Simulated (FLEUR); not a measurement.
# NaF (Villiaumite) (Fm-3m) in FLEUR: notebook

The runs below take NaF (Villiaumite) through band structure, equation of state, with r2SCAN, LDA.

All numbers are computed with FLEUR MaX-R8.1 (later development tree); they aren't measurements. Logs are shortened: lines on timing, memory, paths and dates and some standing lists are left out, and cuts for length are marked.

## Step 1: The crystal as given

Symmetry: Fm-3m, No. 225, cubic system. The conventional cell has a = 4.640 Å, b = 4.640 Å, c = 4.640 Å, α = 90.00°, β = 90.00°, γ = 90.00°. Around Na (site symmetry m-3m) lie 6 F at 2.32 Å. F (site symmetry m-3m) is surrounded by 6 Na at 2.32 Å.

## Step 2: Band structure, r2SCAN

The input, inp.xml:

```xml
<?xml version="1.0" encoding="UTF-8" standalone="no"?>
<fleurInput fleurInputVersion="0.39">
   <comment>
      NaF                                                                                                 
   </comment>
   <calculationSetup>
      <cutoffs Kmax="4.5" Gmax="13.9" GmaxXC="13.9" numbands="0"/>
      <scfLoop itmax="80" minDistance="0.0001" maxIterBroyd="30" imix="Anderson" alpha="0.05" precondParam="0.0" spinf="2.0" sdNocoIR="T"/>
      <coreElectrons ctail="F" frcor="F" kcrel="0" coretail_lmax="0"/>
      <xcFunctional name="LibXC" relativisticCorrections="F">
         <LibXCName exchange="mgga_x_r2scan" correlation="mgga_c_r2scan"/>
         <AuxGGA exchange="117" correlation="130"/>
      </xcFunctional>
      <magnetism jspins="1"/>
      <soc l_soc="F" theta="0.0" phi="0.0" spav="F"/>
      <expertModes spex="0" secvar="F"/>
      <geometryOptimization l_f="F" forcealpha="1.0" forcemix="BFGS" epsdisp="0.00001" epsforce="0.00001"/>
      <ldaU l_linMix="F" mixParam="0.05" spinf="1.0"/>
   </calculationSetup>
   <cell>
      <bzIntegration valenceElectrons="16.0" mode="hist" fermiSmearingEnergy="0.00183747">
         <kPointListSelection listName="default-1"/>
         <!-- k-points included here -->
         <xi:include xmlns:xi="http://www.w3.org/2001/XInclude" href="kpts.xml"> </xi:include>
[... 33 lines left out ...]
            <stateOccupation state="(2p1/2)" spinUp="0.833333" spinDown="0.833333"/>
            <stateOccupation state="(2p3/2)" spinUp="1.666667" spinDown="1.666667"/>
         </electronConfig>
         <energyParameters s="2" p="2" d="3" f="4"/>
         <lo type="SCLO" l="0" n="2" eDeriv="2"/>
         <lo type="SCLO" l="1" n="2" eDeriv="2"/>
         <lo type="SCLO" l="2" n="3" eDeriv="2"/>
      </species>
   </atomSpecies>
   <atomGroups>
      <atomGroup species="Sodium (Na)">
         <relPos label="                   1">.0000000000 .0000000000 .0000000000</relPos>
         <force calculate="T" relaxXYZ="TTT"/>
      </atomGroup>
      <atomGroup species="Fluorine (F)">
         <relPos label="                   2">1.000/2.000 1.000/2.000 1.000/2.000</relPos>
         <force calculate="T" relaxXYZ="TTT"/>
      </atomGroup>
   </atomGroups>
   <output dos="F" band="F" slice="F">
      <checks vchk="F" cdinf="F"/>
      <bandDOS minEnergy="-.5*Htr" maxEnergy="0.5*Htr" sigma="0.015" storeEVData="T"/>
      <vacuumDOS vacdos="F" integ="F" star="F" nstars="0" locx1="0.0" locy1="0.0" locx2="0.0" locy2="0.0" nstm="0" tworkf="0.0"/>
      <unfoldingBand unfoldBand="F" supercellX="1" supercellY="1" supercellZ="1"/>
      <plotting iplot="0" polar="F">
         <plot TwoD="T" vec1="  1.0  0.0  0.0" vec2="  0.0  1.0  0.0" vec3="  0.0  0.0  1.0" zero="  0.0  0.0  0.0" file="plot"/>
      </plotting>
      <chargeDensitySlicing numkpt="0" minEigenval="0.0" maxEigenval="0.0" nnne="0" pallst="F"/>
      <specialOutput eonly="F"/>
      <moessbauerParams electricFieldGradient="T" isomerShift="T" coreHyperfine="T" valenceHyperfine="T"/>
      <magneticCircularDichroism mcd="F" energyLo="-10.0" energyUp="0.0"/>
   </output>
  <!-- We include the file relax.xml here to enable relaxations (see documentation) -->
  <xi:include xmlns:xi="http://www.w3.org/2001/XInclude" href="relax.xml"> <xi:fallback/> </xi:include>
</fleurInput>
```

The input, crystal.txt:

```
NaF
&input cartesian=F /
0.0000000000  2.3200000000  2.3200000000
2.3200000000  0.0000000000  2.3200000000
2.3200000000  2.3200000000  0.0000000000
1.8897261246
1.0 1.0 1.0

2
11 0.0000000000  0.0000000000  0.0000000000
9 0.5000000000  0.5000000000  0.5000000000

&kpt div1=10 div2=10 div3=10 gamma=T /
```

The input, inp.xml (bands):

```
<?xml version="1.0" encoding="UTF-8" standalone="no"?>
<fleurInput fleurInputVersion="0.39">
   <comment>
      NaF                                                                                                 
   </comment>
   <calculationSetup>
      <cutoffs Kmax="4.5" Gmax="13.9" GmaxXC="13.9" numbands="0"/>
      <scfLoop itmax="80" minDistance="0.0001" maxIterBroyd="30" imix="Anderson" alpha="0.05" precondParam="0.0" spinf="2.0" sdNocoIR="T"/>
      <coreElectrons ctail="F" frcor="F" kcrel="0" coretail_lmax="0"/>
      <xcFunctional name="LibXC" relativisticCorrections="F">
         <LibXCName exchange="mgga_x_r2scan" correlation="mgga_c_r2scan"/>
         <AuxGGA exchange="117" correlation="130"/>
      </xcFunctional>
      <magnetism jspins="1"/>
      <soc l_soc="F" theta="0.0" phi="0.0" spav="F"/>
      <expertModes spex="0" secvar="F"/>
      <geometryOptimization l_f="F" forcealpha="1.0" forcemix="BFGS" epsdisp="0.00001" epsforce="0.00001"/>
      <ldaU l_linMix="F" mixParam="0.05" spinf="1.0"/>
   </calculationSetup>
   <cell>
      <bzIntegration valenceElectrons="16.0" mode="hist" fermiSmearingEnergy="0.00183747">
         <kPointListSelection listName="path-1"/>
         <!-- k-points included here -->
         <xi:include xmlns:xi="http://www.w3.org/2001/XInclude" href="kpts.xml"> </xi:include>
[... 32 lines left out ...]
            <valenceConfig>(2s1/2) (2p1/2) (2p3/2)</valenceConfig>
            <stateOccupation state="(2p1/2)" spinUp="0.833333" spinDown="0.833333"/>
            <stateOccupation state="(2p3/2)" spinUp="1.666667" spinDown="1.666667"/>
         </electronConfig>
         <energyParameters s="2" p="2" d="3" f="4"/>
         <lo type="SCLO" l="0" n="2" eDeriv="2"/>
         <lo type="SCLO" l="1" n="2" eDeriv="2"/>
         <lo type="SCLO" l="2" n="3" eDeriv="2"/>
      </species>
   </atomSpecies>
   <atomGroups>
      <atomGroup species="Sodium (Na)">
         <relPos label="                   1">.0000000000 .0000000000 .0000000000</relPos>
         <force calculate="T" relaxXYZ="TTT"/>
      </atomGroup>
      <atomGroup species="Fluorine (F)">
         <relPos label="                   2">1.000/2.000 1.000/2.000 1.000/2.000</relPos>
         <force calculate="T" relaxXYZ="TTT"/>
      </atomGroup>
   </atomGroups>
   <output dos="F" band="T" slice="F">
      <checks vchk="F" cdinf="F"/>
      <bandDOS minEnergy="-.5*Htr" maxEnergy="0.5*Htr" sigma="0.015" storeEVData="T"/>
      <vacuumDOS vacdos="F" integ="F" star="F" nstars="0" locx1="0.0" locy1="0.0" locx2="0.0" locy2="0.0" nstm="0" tworkf="0.0"/>
      <unfoldingBand unfoldBand="F" supercellX="1" supercellY="1" supercellZ="1"/>
      <plotting iplot="0" polar="F">
         <plot TwoD="T" vec1="  1.0  0.0  0.0" vec2="  0.0  1.0  0.0" vec3="  0.0  0.0  1.0" zero="  0.0  0.0  0.0" file="plot"/>
      </plotting>
      <chargeDensitySlicing numkpt="0" minEigenval="0.0" maxEigenval="0.0" nnne="0" pallst="F"/>
      <specialOutput eonly="F"/>
      <moessbauerParams electricFieldGradient="T" isomerShift="T" coreHyperfine="T" valenceHyperfine="T"/>
      <magneticCircularDichroism mcd="F" energyLo="-10.0" energyUp="0.0"/>
   </output>
  <!-- We include the file relax.xml here to enable relaxations (see documentation) -->
  <xi:include xmlns:xi="http://www.w3.org/2001/XInclude" href="relax.xml"> <xi:fallback/> </xi:include>
</fleurInput>
```

Potentials or basis: all-electron, FLAPW.

The run is started by

```bash
inpgen -f crystal.txt -profile fastHighL
# inp.xml edited to the form shown
fleur_MPI
fleur_MPI   # second run, on inp.xml (bands)
```

Log:

```text
Welcome to FLEUR        (www.flapw.de)
      MaX-Release 8.1          (www.max-centre.eu)
 func_ids         498         497         498         497
 MetaGGA potential functional detected - V_tau will be computed
 Auxiliary Potential for radial basis: exchange=         117  correlation=         130
The functional 'Re-regularized SCAN exchange by Furness et al' is an exchange functional, it belongs to the 'MGGA' family and is defined in the reference(s):
[1] J. W. Furness, A. D. Kaplan, J. Ning, J. P. Perdew, and J. Sun.,  J. Phys. Chem. Lett. 11, 8208-8215 (2020)
[2] J. W. Furness, A. D. Kaplan, J. Ning, J. P. Perdew, and J. Sun.,  J. Phys. Chem. Lett. 11, 9248-9248 (2020)
The functional 'Re-regularized SCAN correlation by Furness et al' is a correlation functional, it belongs to the 'MGGA' family and is defined in the reference(s):
[1] J. W. Furness, A. D. Kaplan, J. Ning, J. P. Perdew, and J. Sun.,  J. Phys. Chem. Lett. 11, 8208-8215 (2020)
[2] J. W. Furness, A. D. Kaplan, J. Ning, J. P. Perdew, and J. Sun.,  J. Phys. Chem. Lett. 11, 9248-9248 (2020)
 Using same functional for VXC and EXC

 ========== k-point set info ==========
 Selected k-point list: default-1
 k-point list type: mesh
 10 x 10 x 10
 Number of k points: 47

 ------------Calculation Setup---------------------------
 Number of MPI-tasks      :            1
 Number of PE/node        :            1
 Number of OMP-threads    :            1
 Most efficient MPI parallelization for:
           1          47
 Additional eigenvalue parallelization possible
 Number of basis functions:          344
 Approximate size of matrices (H+S) per k-point:         0.002 GB
 --------------------------------------------------------
The functional 'Hammer, Hansen, and Norskov' is an exchange functional, it belongs to the 'GGA' family and is defined in the reference(s):
[1] B. Hammer, L. B. Hansen, and J. K. Nørskov.,  Phys. Rev. B 59, 7413 (1999)
The functional 'Perdew, Burke & Ernzerhof' is a correlation functional, it belongs to the 'GGA' family and is defined in the reference(s):
[1] J. P. Perdew, K. Burke, and M. Ernzerhof.,  Phys. Rev. Lett. 77, 3865 (1996)
[2] J. P. Perdew, K. Burke, and M. Ernzerhof.,  Phys. Rev. Lett. 78, 1396 (1997)
 Using same functional for VXC and EXC
 Using auxiliary GGA potential for the first iteration of MetaGGA calculation.
 Reset of history
 Reset of history
 Iteration:     1   Distance:      20.90475876 me/bohr^3
The functional 'Hammer, Hansen, and Norskov' is an exchange functional, it belongs to the 'GGA' family and is defined in the reference(s):
[1] B. Hammer, L. B. Hansen, and J. K. Nørskov.,  Phys. Rev. B 59, 7413 (1999)
The functional 'Perdew, Burke & Ernzerhof' is a correlation functional, it belongs to the 'GGA' family and is defined in the reference(s):
[1] J. P. Perdew, K. Burke, and M. Ernzerhof.,  Phys. Rev. Lett. 77, 3865 (1996)
[2] J. P. Perdew, K. Burke, and M. Ernzerhof.,  Phys. Rev. Lett. 78, 1396 (1997)
 Using same functional for VXC and EXC
 Iteration:     2   Distance:      18.59861622 me/bohr^3
The functional 'Hammer, Hansen, and Norskov' is an exchange functional, it belongs to the 'GGA' family and is defined in the reference(s):
[1] B. Hammer, L. B. Hansen, and J. K. Nørskov.,  Phys. Rev. B 59, 7413 (1999)
The functional 'Perdew, Burke & Ernzerhof' is a correlation functional, it belongs to the 'GGA' family and is defined in the reference(s):
[1] J. P. Perdew, K. Burke, and M. Ernzerhof.,  Phys. Rev. Lett. 77, 3865 (1996)
[2] J. P. Perdew, K. Burke, and M. Ernzerhof.,  Phys. Rev. Lett. 78, 1396 (1997)
 Using same functional for VXC and EXC
 Iteration:     3   Distance:      16.48566301 me/bohr^3
The functional 'Hammer, Hansen, and Norskov' is an exchange functional, it belongs to the 'GGA' family and is defined in the reference(s):
[1] B. Hammer, L. B. Hansen, and J. K. Nørskov.,  Phys. Rev. B 59, 7413 (1999)
The functional 'Perdew, Burke & Ernzerhof' is a correlation functional, it belongs to the 'GGA' family and is defined in the reference(s):
[1] J. P. Perdew, K. Burke, and M. Ernzerhof.,  Phys. Rev. Lett. 77, 3865 (1996)
[2] J. P. Perdew, K. Burke, and M. Ernzerhof.,  Phys. Rev. Lett. 78, 1396 (1997)
 Using same functional for VXC and EXC
 Iteration:     4   Distance:       7.69537455 me/bohr^3
The functional 'Hammer, Hansen, and Norskov' is an exchange functional, it belongs to the 'GGA' family and is defined in the reference(s):
[1] B. Hammer, L. B. Hansen, and J. K. Nørskov.,  Phys. Rev. B 59, 7413 (1999)
The functional 'Perdew, Burke & Ernzerhof' is a correlation functional, it belongs to the 'GGA' family and is defined in the reference(s):
[1] J. P. Perdew, K. Burke, and M. Ernzerhof.,  Phys. Rev. Lett. 77, 3865 (1996)
[2] J. P. Perdew, K. Burke, and M. Ernzerhof.,  Phys. Rev. Lett. 78, 1396 (1997)
 Using same functional for VXC and EXC
 Iteration:     5   Distance:       6.72128322 me/bohr^3
The functional 'Hammer, Hansen, and Norskov' is an exchange functional, it belongs to the 'GGA' family and is defined in the reference(s):
[1] B. Hammer, L. B. Hansen, and J. K. Nørskov.,  Phys. Rev. B 59, 7413 (1999)
The functional 'Perdew, Burke & Ernzerhof' is a correlation functional, it belongs to the 'GGA' family and is defined in the reference(s):
[1] J. P. Perdew, K. Burke, and M. Ernzerhof.,  Phys. Rev. Lett. 77, 3865 (1996)
[2] J. P. Perdew, K. Burke, and M. Ernzerhof.,  Phys. Rev. Lett. 78, 1396 (1997)
 Using same functional for VXC and EXC
 Iteration:     6   Distance:       0.83040836 me/bohr^3
The functional 'Hammer, Hansen, and Norskov' is an exchange functional, it belongs to the 'GGA' family and is defined in the reference(s):
[1] B. Hammer, L. B. Hansen, and J. K. Nørskov.,  Phys. Rev. B 59, 7413 (1999)
The functional 'Perdew, Burke & Ernzerhof' is a correlation functional, it belongs to the 'GGA' family and is defined in the reference(s):
[1] J. P. Perdew, K. Burke, and M. Ernzerhof.,  Phys. Rev. Lett. 77, 3865 (1996)
[2] J. P. Perdew, K. Burke, and M. Ernzerhof.,  Phys. Rev. Lett. 78, 1396 (1997)
 Using same functional for VXC and EXC
[... 19 lines left out ...]
[2] J. P. Perdew, K. Burke, and M. Ernzerhof.,  Phys. Rev. Lett. 78, 1396 (1997)
 Using same functional for VXC and EXC
 Iteration:    10   Distance:       0.05273617 me/bohr^3
The functional 'Hammer, Hansen, and Norskov' is an exchange functional, it belongs to the 'GGA' family and is defined in the reference(s):
[1] B. Hammer, L. B. Hansen, and J. K. Nørskov.,  Phys. Rev. B 59, 7413 (1999)
The functional 'Perdew, Burke & Ernzerhof' is a correlation functional, it belongs to the 'GGA' family and is defined in the reference(s):
[1] J. P. Perdew, K. Burke, and M. Ernzerhof.,  Phys. Rev. Lett. 77, 3865 (1996)
[2] J. P. Perdew, K. Burke, and M. Ernzerhof.,  Phys. Rev. Lett. 78, 1396 (1997)
 Using same functional for VXC and EXC
 Iteration:    11   Distance:       0.01927364 me/bohr^3
The functional 'Hammer, Hansen, and Norskov' is an exchange functional, it belongs to the 'GGA' family and is defined in the reference(s):
[1] B. Hammer, L. B. Hansen, and J. K. Nørskov.,  Phys. Rev. B 59, 7413 (1999)
The functional 'Perdew, Burke & Ernzerhof' is a correlation functional, it belongs to the 'GGA' family and is defined in the reference(s):
[1] J. P. Perdew, K. Burke, and M. Ernzerhof.,  Phys. Rev. Lett. 77, 3865 (1996)
[2] J. P. Perdew, K. Burke, and M. Ernzerhof.,  Phys. Rev. Lett. 78, 1396 (1997)
 Using same functional for VXC and EXC
 Iteration:    12   Distance:       0.00309758 me/bohr^3
The functional 'Hammer, Hansen, and Norskov' is an exchange functional, it belongs to the 'GGA' family and is defined in the reference(s):
[1] B. Hammer, L. B. Hansen, and J. K. Nørskov.,  Phys. Rev. B 59, 7413 (1999)
The functional 'Perdew, Burke & Ernzerhof' is a correlation functional, it belongs to the 'GGA' family and is defined in the reference(s):
[1] J. P. Perdew, K. Burke, and M. Ernzerhof.,  Phys. Rev. Lett. 77, 3865 (1996)
[2] J. P. Perdew, K. Burke, and M. Ernzerhof.,  Phys. Rev. Lett. 78, 1396 (1997)
 Using same functional for VXC and EXC
 Iteration:    13   Distance:       0.00038496 me/bohr^3
The functional 'Hammer, Hansen, and Norskov' is an exchange functional, it belongs to the 'GGA' family and is defined in the reference(s):
[1] B. Hammer, L. B. Hansen, and J. K. Nørskov.,  Phys. Rev. B 59, 7413 (1999)
The functional 'Perdew, Burke & Ernzerhof' is a correlation functional, it belongs to the 'GGA' family and is defined in the reference(s):
[1] J. P. Perdew, K. Burke, and M. Ernzerhof.,  Phys. Rev. Lett. 77, 3865 (1996)
[2] J. P. Perdew, K. Burke, and M. Ernzerhof.,  Phys. Rev. Lett. 78, 1396 (1997)
 Using same functional for VXC and EXC
 Iteration:    14   Distance:       0.00005146 me/bohr^3

 ********************************************************************
 Run finished successfully
 Stop message:
   all done
 ********************************************************************
```

Wall time 32 s (1 thread of Arm Neoverse V2, shared host); peak memory 0.07 GiB.

Results:

* Free energy: -7145.3235 eV
* Band gap on the k mesh: 7.11 eV, direct
* Band gap along the path: 7.11 eV, direct
* Valence electrons inside the program's atomic spheres: Na 8.07; F 6.89 (radii Na 2.18, F 1.89 bohr)

Levels at the corners of the path, in eV from the valence-band top:
```tsv
point	band 4	band 5	band 6	band 7	band 8	band 9	band 10	band 11	band 12	band 13
Γ	-19.49	-19.49	0.00	0.00	0.00	7.11	20.08	20.08	20.08	22.29
X	-19.54	-19.54	-1.26	-0.40	-0.40	13.98	14.04	14.83	21.06	21.06
W	-19.58	-19.25	-0.86	-0.86	-0.55	14.01	14.01	16.51	18.03	24.73
K	-19.53	-19.28	-1.04	-0.81	-0.36	13.62	14.05	15.96	20.55	21.18
Γ	-19.49	-19.49	0.00	0.00	0.00	7.11	20.08	20.08	20.08	22.29
L	-19.50	-18.98	-1.54	-0.25	-0.25	11.57	13.38	21.38	21.38	24.22
U	-19.53	-19.28	-1.04	-0.81	-0.36	13.62	14.05	15.96	20.55	21.18
W	-19.58	-19.25	-0.86	-0.86	-0.55	14.01	14.01	16.51	18.03	24.73
L	-19.50	-18.98	-1.54	-0.25	-0.25	11.57	13.38	21.38	21.38	24.22
K	-19.53	-19.28	-1.04	-0.81	-0.36	13.62	14.05	15.96	20.55	21.18
U	-19.53	-19.28	-1.04	-0.81	-0.36	13.62	14.05	15.96	20.55	21.18
X	-19.54	-19.54	-1.26	-0.40	-0.40	13.98	14.04	14.83	21.06	21.06
```

Core levels (eV from the Fermi level):
```
atom         levels
1 Na  1s1/2 -1023.4
 2 F   1s1/2 -650.1
```

Caveat: the meta-GGA is that of a development version, with a GGA for the radial functions and cores and without core tails. r2SCAN opens gaps a little over a GGA but as a rule still falls short of measured ones.

## Step 3: Equation of state, LDA, 11.74 Å³/atom (volume scaled by 0.94)

Changes to inp.xml since step 2:

```diff
@@ -6,9 +6,6 @@
    <calculationSetup>
-      <cutoffs Kmax="4.5" Gmax="13.9" GmaxXC="13.9" numbands="0"/>
-      <scfLoop itmax="80" minDistance="0.0001" maxIterBroyd="30" imix="Anderson" alpha="0.05" precondParam="0.0" spinf="2.0" sdNocoIR="T"/>
-      <coreElectrons ctail="F" frcor="F" kcrel="0" coretail_lmax="0"/>
-      <xcFunctional name="LibXC" relativisticCorrections="F">
-         <LibXCName exchange="mgga_x_r2scan" correlation="mgga_c_r2scan"/>
-         <AuxGGA exchange="117" correlation="130"/>
-      </xcFunctional>
+      <cutoffs Kmax="4.64" Gmax="14.4" GmaxXC="14.4" numbands="0"/>
+      <scfLoop itmax="60" minDistance="0.00001" maxIterBroyd="15" imix="Anderson" alpha="0.05" precondParam="0.0" spinf="2.0" sdNocoIR="T"/>
+      <coreElectrons ctail="T" frcor="F" kcrel="0" coretail_lmax="0"/>
+      <xcFunctional name="vwn" relativisticCorrections="F"/>
       <magnetism jspins="1"/>
@@ -27,3 +24,3 @@
       <xi:include xmlns:xi="http://www.w3.org/2001/XInclude" href="sym.xml"> </xi:include>
-      <bulkLattice scale="1.0">
+      <bulkLattice scale="0.9795861087">
          <bravaisMatrix>
@@ -37,3 +34,3 @@
       <species name="Sodium (Na)" element="Na" atomicNumber="11">
-         <mtSphere radius="2.18" gridPoints="721" logIncrement="0.016"/>
+         <mtSphere radius="2.11" gridPoints="721" logIncrement="0.016"/>
          <atomicCutoffs lmax="9" lnonsphr="9"/>
@@ -52,3 +49,3 @@
       <species name="Fluorine (F)" element="F" atomicNumber="9">
-         <mtSphere radius="1.89" gridPoints="625" logIncrement="0.017"/>
+         <mtSphere radius="1.83" gridPoints="625" logIncrement="0.017"/>
          <atomicCutoffs lmax="8" lnonsphr="8"/>
```

Potentials or basis: all-electron, FLAPW.

The run is started by

```bash
inpgen -f crystal.txt -profile fastHighL
# inp.xml edited to the form shown
fleur_MPI
```

Run time: 28 s. Hardware: 1 thread of Arm Neoverse V1, shared host; peak memory 0.05 GiB.

The run converged. Its results:

- Free energy: -7107.4666 eV
- Band gap on the k mesh: 6.29 eV, direct
- Valence electrons inside the program's atomic spheres: Na 8.06; F 6.74 (radii Na 2.11, F 1.83 bohr)

## Step 4: Equation of state, LDA, 11.99 Å³/atom (volume scaled by 0.96)

Changes to inp.xml since step 3:

```diff
@@ -24,3 +24,3 @@
       <xi:include xmlns:xi="http://www.w3.org/2001/XInclude" href="sym.xml"> </xi:include>
-      <bulkLattice scale="0.9795861087">
+      <bulkLattice scale="0.9864848297">
          <bravaisMatrix>
```

The run is started by

```bash
inpgen -f crystal.txt -profile fastHighL
# inp.xml edited to the form shown
fleur_MPI
```

Wall time 28 s (1 thread of Arm Neoverse V1, shared host); peak memory 0.05 GiB.

It converged, with:

```yaml
Free_energy: -7107.4597 eV
Band_gap_on_the_k_mesh: 6.17 eV, direct
Valence_electrons_inside_the_program's_atomic_spheres: Na 8.05; F 6.73 (radii Na 2.11, F 1.83 bohr)
```

## Step 5: Equation of state, LDA, 12.49 Å³/atom

Changes to inp.xml since step 4:

```diff
@@ -24,3 +24,3 @@
       <xi:include xmlns:xi="http://www.w3.org/2001/XInclude" href="sym.xml"> </xi:include>
-      <bulkLattice scale="0.9864848297">
+      <bulkLattice scale="1.0000000000">
          <bravaisMatrix>
```

The run is started by

```bash
inpgen -f crystal.txt -profile fastHighL
# inp.xml edited to the form shown
fleur_MPI
```

Run time: 30 s. Hardware: 1 thread of Arm Neoverse V1, shared host; peak memory 0.05 GiB.

Results (log left out):

| Property | Result |
| --- | --- |
| Free energy | -7107.4371 eV |
| Band gap on the k mesh | 5.95 eV, direct |
| Valence electrons inside the program's atomic spheres | Na 8.04; F 6.72 (radii Na 2.11, F 1.83 bohr) |

[end of part 1 of 2]
